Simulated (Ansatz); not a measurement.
Runs of Ansatz 0.2.0 on Co. Symmetry: P6_3/mmc, No. 194, hexagonal system. The conventional cell has a = 2.472 Å, b = 2.472 Å, c = 4.021 Å, α = 90.00°, β = 90.00°, γ = 120.00°. Co (site symmetry -6m2) is surrounded by 12 Co at 2.47 Å. 

| level | pressure (GPa) | moment (μB) | relaxed volume (Å³/atom) |
| --- | --- | --- | --- |
| revPBE+D4 | 0.0 | 3.22 | 10.55 |
| BLYP | 0.0 | 3.27 | 11.36 |
| revPBE+D3(BJ) | 0.0 | 3.20 | (c) |
| LDA | 0.0 | (a) | (b) |

Alike in all rows: task relaxation of cell and atoms; potentials or basis all-electron LAPW, scalar-relativistic; spin collinear, ferromagnetic start; cell relaxed; k mesh 12 × 12 × 7; smearing fermi-dirac 0.05 eV; basis error allowed 0.001 eV/atom.

Question: Fill in the values left out.

Answer: (a) 2.98; (b) 9.99; (c) 10.46.

Runs at the PBE level aren't shown here.
